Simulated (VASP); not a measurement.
Here is a VASP 6.6.1 calculation.

The input INCAR:

```
PREC = Accurate ; ENCUT = 520
EDIFF = 1E-6 ; ISMEAR = 1
SIGMA = 0.1 ; LREAL = F
LASPH = T ; NELM = 80
ALGO = Fast ; ISIF = 2
LWAVE = F ; LCHARG = F
LDIPOL = T ; IDIPOL = 3
DIPOL = 0.5 0.5 0.500 ; GGA = PE
LVHAR = T ; LVACPOTAV = T
ICORELEVEL = 1 ; KPAR = 2
```

File KPOINTS:

```
Automatic mesh
0
Gamma
  14 10 1
```

The input POSCAR:

```
Pt
1.0
    2.8050756300      0.0000000000      0.0000000000
    0.0000000000      3.9669760000      0.0000000000
    0.0000000000      0.0000000000     19.2076134500
Pt
4
Direct
    0.5000000000      0.5000000000      0.3904701700
    0.0000000000      0.0000000000      0.4634900600
    0.5000000000      0.5000000000      0.5365099400
    0.0000000000      0.0000000000      0.6095298300
```

Potentials or basis: VASP PAW PBE potentials, release 64 (Pt).

The run is started by

```bash
$ cat potpaw_PBE.64/Pt/POTCAR > POTCAR
$ mpirun -np 2 vasp_std > vasp.out
```

(1) What does it give for the work function of the lower face?

(2) Predict the work function of the upper face.

(3) What does it give for the band gap on the k mesh?

(4) Estimate the largest force.

Answers

(1) 5.40 eV.

(2) 5.40 eV.

(3) none (metal or under the smearing width).

(4) 0.790 eV/Å.
